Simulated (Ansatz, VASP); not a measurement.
**One calculation of BN, two programs**

File INCAR:

```
ALGO = Fast
EDIFF = 1E-7
ENCUT = 520
GGA = PS
ISIF = 2
ISMEAR = 0
LASPH = T
LCHARG = F
LREAL = F
LWAVE = F
NBANDS = 11
NELM = 100
PREC = Accurate
SIGMA = 0.02
```

Contents of KPOINTS:

```
k-points
0
Gamma
  12 12 12
```

POSCAR

```
BN
1.0
    1.2952650779      0.7405704406      3.4864944085
   -1.3029645517      0.7418716073      3.4890717194
   -0.0027228935     -1.4881085778      3.4889965876
B N
1 1
Direct
    1.0198747379      1.0034814496      0.9893754379
    0.3125582621      0.3289515504      0.3430575621
```

Input for Ansatz:

```yaml
crystal:
  lattice:
    - [1.2952650779, 0.7405704406, 3.4864944085]
    - [-1.3029645517, 0.7418716073, 3.4890717194]
    - [-0.0027228935, -1.4881085778, 3.4889965876]
  atoms:
    - { symbol: B, position: [1.0198747379, 1.0034814496, 0.9893754379] }
    - { symbol: "N", position: [0.3125582621, 0.3289515504, 0.3430575621] }
basis:
  ecutwfc: 420
kpoints:
  mp_grid: { grid: [12, 12, 12] }
hamiltonian:
  xc: pbesol
scf:
  occupations: { method: gaussian, width: 0.02 }
output:
  forces: true
  stress: true
  eigenvalues: true
  populations: true
```

Change from the starting cell: all atoms moved at random, cell strained at random.

Alike in both runs: task single point; functional PBEsol; k mesh 12 × 12 × 12; occupations gaussian, width 0.02 eV; no spin polarisation.

|  | VASP | Ansatz |
| --- | --- | --- |
| version | VASP 6.6.1 | Ansatz 0.2.0 |
| potentials or method | VASP PAW PBE potentials, release 64 (B, N) | scalar-relativistic, plane waves, PAW |
| plane-wave cutoff (eV) | 520 | 420 |
| valence electrons in the cell | 8 | 8 |

|  | VASP | Ansatz | Ansatz less VASP |
| --- | --- | --- | --- |
| gap on the k mesh at the Fermi level (eV) | 3.68 | 3.69 | +0.008 |
| least direct gap on the mesh (eV) | 4.31 | 4.32 | +0.006 |
| pressure (GPa) | -17.4 | -17.6 | -0.19 |
| largest component of the traceless stress (GPa) | 15.92 | 16.25 | +0.324 |
| rms of the force components (eV/Å) | 1.615 | 1.611 | -0.0044 |

Atom by atom the forces differ by 0.005 eV/Å (rms over components). With one functional, cell and mesh, what is left measures potentials, basis and numerics.

Caveats: so large a pressure means that the cell lies far from this level's equilibrium, or that cutoff or potentials fall short (VASP); the potentials were made for another functional, which shifts forces and pressure (VASP). A k mesh can miss the band edges.
